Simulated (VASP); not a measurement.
# Ir: single point with r2SCAN

The system is Ir.

```
Ir
1.0
     2.72942    0.00000    0.00000
    -1.36471    2.36375    0.00000
     0.00000    0.00000    4.42093
Ir
2
Direct
  0.33333 0.66667 0.75000
  0.66667 0.33333 0.25000
```

The cell was built by a generator and needn't be a form met in nature.

```json
{
 "Program": "VASP 6.6.1",
 "Task": "single point",
 "Functional": "r2SCAN",
 "Potentials or basis": "VASP PAW PBE potentials, release 64 (Ir)",
 "Cutoff": "520 eV",
 "k mesh": "18 × 18 × 10",
 "Occupations": "gaussian, width 0.05 eV",
 "Spin": "no spin polarisation"
}
```

```
Pressure               : 2.5 GPa
Band gap on the k mesh : none (metal or under the smearing width)
```

Stress tensor (GPa, compression positive):
```
2.42 0.00 0.00
0.00 2.42 0.00
0.00 0.00 2.59
```

Levels at points of the mesh, in eV from the Fermi level:
```
           k point  band 5  band 6  band 7  band 8  band 9  band 10  band 11  band 12  band 13  band 14
(0.00, 0.00, 0.00)   -3.97   -3.29   -3.29   -2.49   -2.49    -0.77     0.26     0.26     7.40    15.11
(0.50, 0.00, 0.00)   -3.70   -3.54   -3.08    0.71    0.97     1.14     3.05     4.58     8.67    10.71
(0.00, 0.00, 0.50)   -4.10   -4.10   -4.10   -4.10   -0.51    -0.51    -0.51    -0.51    14.39    14.39
(0.50, 0.00, 0.50)   -2.22   -2.22   -0.98   -0.98    0.96     0.96     2.10     2.10     8.02     8.02
```

Run time: 4.9 min on 1 thread of Intel(R) Xeon(R) Platinum 8259CL CPU @ 2.50GHz (Skylake/Cascade Lake), on a shared host, peak memory 0.21 GiB.

Caveat: the PAW data sets were made with another functional, which shifts forces and pressure a little. The run has no spin-orbit coupling, so splittings on Ir are missing.
